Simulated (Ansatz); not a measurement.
# BN: the cost of one run

Computed with Ansatz 0.2.0 (DFT PBEsol, scalar-relativistic, plane waves, PAW, unless a step's input says otherwise).

3 further runs of the same task are left out: 1 that didn't finish, 2 set aside as unsound or not needed.

## Step 1: Starting point

Symmetry: P6_3/mmc, No. 194, hexagonal system. Conventional cell: a = 2.504 Å, b = 2.504 Å, c = 7.019 Å, α = 90.00°, β = 90.00°, γ = 120.00°. Around B (site symmetry -6m2) lie 3 N at 1.45 Å. N (site symmetry -6m2) is surrounded by 3 B at 1.45 Å.

Coordinates:

```xyz
4
Lattice="2.5043 0.0000 0.0000 -1.2522 2.1688 0.0000 0.0000 0.0000 7.0191" Properties=species:S:1:pos:R:3 pbc="T T T"
B     0.0000    1.4459    1.7548
B     1.2522    0.7229    5.2643
N     0.0000    1.4459    5.2643
N     1.2522    0.7229    1.7548
```

It is the result of an earlier relaxation at this level (volume 9.53 Å³/atom; gap on the mesh: 4.27 eV).

## Step 2: Tight relaxation for the response runs

Response functions are second derivatives at a minimum, so forces and stress are first brought close to zero on the mesh and occupations that the response runs use.

input.yaml reads:

```yaml
crystal:
  lattice:
    - [2.5043488508, 0.0, 0.0]
    - [-1.2521744254, 2.1688297247, 0.0]
    - [0.0, 0.0, 7.0190941495]
  atoms:
    - { symbol: B, position: [0.3333333333, 0.6666666667, 0.25] }
    - { symbol: B, position: [0.6666666667, 0.3333333333, 0.75] }
    - { symbol: "N", position: [0.3333333333, 0.6666666667, 0.75] }
    - { symbol: "N", position: [0.6666666667, 0.3333333333, 0.25] }
basis:
  ecutwfc: 420
kpoints:
  mp_grid: { grid: [12, 12, 4] }
hamiltonian:
  xc: pbesol
scf:
  occupations: { method: fixed }
output:
  forces: true
  stress: true
  eigenvalues: true
relax:
  adjacent_minimum: "off"
  f_tol: 0.001
  max_steps: 60
  cell: { stress_tol: 0.01 }
```

On the command line:

```
$ ansatz run input.yaml --threads 1 --pin off --max-ram 1228MiB --backend cpu --events-out ev --progress --plain --runs-dir out
```

**Question.** How long does this run take on 1 thread of Arm Neoverse N1, shared host, and how much memory does it need?

About 17 s, with a peak of 0.3 GiB.
